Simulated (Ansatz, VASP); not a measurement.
**CaO: VASP beside Ansatz**

File POSCAR:

```
CaO
1.0
    2.9032089656      0.0000000000      0.0000000000
    0.0000000000      2.9032089656      0.0000000000
    0.0000000000      0.0000000000      2.9032089656
Ca O
1 1
Direct
    0.0000000000      0.0000000000      0.0000000000
    0.5000000000      0.5000000000      0.5000000000
```

Contents of INCAR.step1:

```
SYSTEM = CaO
  PREC = Accurate
  ENCUT = 520
  ISMEAR = 0
  SIGMA = 0.01
  LREAL = .False.
  LASPH = .True.
  NELM = 80
  NBANDS = 15
  GGA = PE
  ALGO = Normal
  EDIFF = 1E-4
  LWAVE = .True.
  LCHARG = .False.
```

Contents of INCAR.step2:

```
SYSTEM = CaO
  PREC = Accurate
  ENCUT = 520
  EDIFF = 1E-7
  ISMEAR = 0
  SIGMA = 0.01
  LREAL = .False.
  LASPH = .True.
  NELM = 80
  ALGO = Normal
  ISIF = 2
  LWAVE = .False.
  LCHARG = .False.
  METAGGA = R2SCAN
  LMIXTAU = .True.
  NBANDS = 15
  ISTART = 1
```

Contents of KPOINTS:

```
Automatic mesh
0
Gamma
  8 8 8
  0 0 0
```

Input for Ansatz:

```yaml
crystal:
  lattice:
    - [2.9032089656, 0.0, 0.0]
    - [0.0, 2.9032089656, 0.0]
    - [0.0, 0.0, 2.9032089656]
  atoms:
    - { symbol: Ca, position: [0.0, 0.0, 0.0] }
    - { symbol: O, position: [0.5, 0.5, 0.5] }
kpoints:
  mp_grid: { grid: [8, 8, 8] }
  band_path:
    path:
      - [0.0, 0.0, 0.0]
      - [0.0, 0.5, 0.0]
      - [0.5, 0.5, 0.0]
      - [0.5, 0.5, 0.5]
      - [0.0, 0.5, 0.5]
    npoints: 1
hamiltonian:
  xc: r2scan
scf:
  occupations: { method: fixed }
  n_extra_bands: 4
output:
  forces: true
  stress: true
  eigenvalues: true
```

Alike in both runs: task single point; functional r2SCAN; k mesh 8 × 8 × 8; no spin polarisation.

|  | VASP | Ansatz |
| --- | --- | --- |
| version | VASP 6.6.1 | Ansatz 0.2.0 |
| potentials or method | VASP PAW PBE potentials, release 64 (Ca_sv, O) | plane waves, PAW |
| plane-wave cutoff (eV) | 520 | 500 |
| occupations | gaussian, width 0.01 eV | fixed |
| valence electrons in the cell | 16 | 16 |

VASP gave:

| Property | Result |
| --- | --- |
| gap on the k mesh at the Fermi level (eV) | 3.28 |
| pressure (GPa) | 1.0 |

Question: What did Ansatz give for the same quantities?

Answer: gap on the k mesh at the Fermi level (eV): 3.28; pressure (GPa): 0.0.

Caveats: the PAW data sets were made with another functional, which shifts forces and pressure a little (VASP). r2SCAN opens gaps a little over a GGA but as a rule still falls short of measured ones. A k mesh can miss the band edges.
